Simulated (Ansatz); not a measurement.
A relaxed cell of HfC is given with its symmetry left out. The cell was found from a structure generator's guess, not taken from experiment.

All numbers below come from Ansatz 0.2.0, DFT PBE, scalar-relativistic, plane waves, PAW. Cutoff 420 eV, Γ-centred mesh, Gaussian smearing, no spin polarisation.

```
Hf C
1.0
     3.14642    0.00000    0.00000
     0.00000    3.14642    0.00000
     0.00000    0.00000    3.91806
Hf C
1 1
Direct
  0.00000 0.00000 0.00000
  0.50000 0.50000 0.00000
```

Energies over the elements count from the elements' standard structures at the same level, with no fitted energy shifts.

Q: What space group does it have?

A: P4/mmm (No. 123). Conventional cell: a = 3.146 Å, c = 3.918 Å. Around Hf lie 4 C at 2.22 Å and 4 Hf at 3.15 Å; C has 4 Hf at 2.22 Å.

Q: How far does it lie from the elements in energy?

A: +0.42 eV/atom. It can't be a ground state, since the elements alone are lower.

Q: Is it a metal?

A: Yes, bands cross the Fermi level on the 18×18×14 mesh.

The last run used an 18×18×14 mesh (in the run's order of axes) for its 2-atom cell and Gaussian smearing of 0.10 eV. These runs have no spin–orbit coupling, which can matter for Hf. The reference form of C is held partly by dispersion forces, which this level lacks. A structure relaxed within its symmetry needn't be a true minimum.
